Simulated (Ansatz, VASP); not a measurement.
## Pd: VASP beside Ansatz

```xyz
1
Lattice="-1.5617 1.5617 1.5617 1.5617 -1.5617 1.5617 1.5617 1.5617 -1.5617" Properties=species:S:1:pos:R:3 pbc="T T T"
Pd    0.0000    0.0000    0.0000
```

This isn't the form of Pd at room conditions, which is fcc.

Alike in both runs: task single point; functional r2SCAN; k mesh 12 × 12 × 12; occupations fermi-dirac, width 0.05 eV; no spin polarisation.

|  | VASP | Ansatz |
| --- | --- | --- |
| version | VASP 6.6.1 | Ansatz 0.2.0 |
| potentials or method | VASP PAW PBE potentials, release 64 (Pd) | Ansatz PAW |
| plane-wave cutoff (eV) | 520 | 500 |
| valence electrons in the cell | 10 | 18 |

Ansatz gave:

```
gap on the k mesh at the Fermi level (eV) : none
pressure (GPa)                            : -2.4
```

Q: Estimate VASP's values.

A: gap on the k mesh at the Fermi level (eV): none; pressure (GPa): -1.8.

A gap of «none» marks a metal or a gap that the smearing closes. The functional is the same, so the differences come from potentials, cutoffs and numerics. The two sets of potentials don't hold the same shells in valence.

Caveats: the PAW data sets were made with another functional, which shifts forces and pressure a little (VASP); the PAW data sets come from PBE, with cores solved anew for the run's functional, which leaves a small shift of forces and pressure (Ansatz).
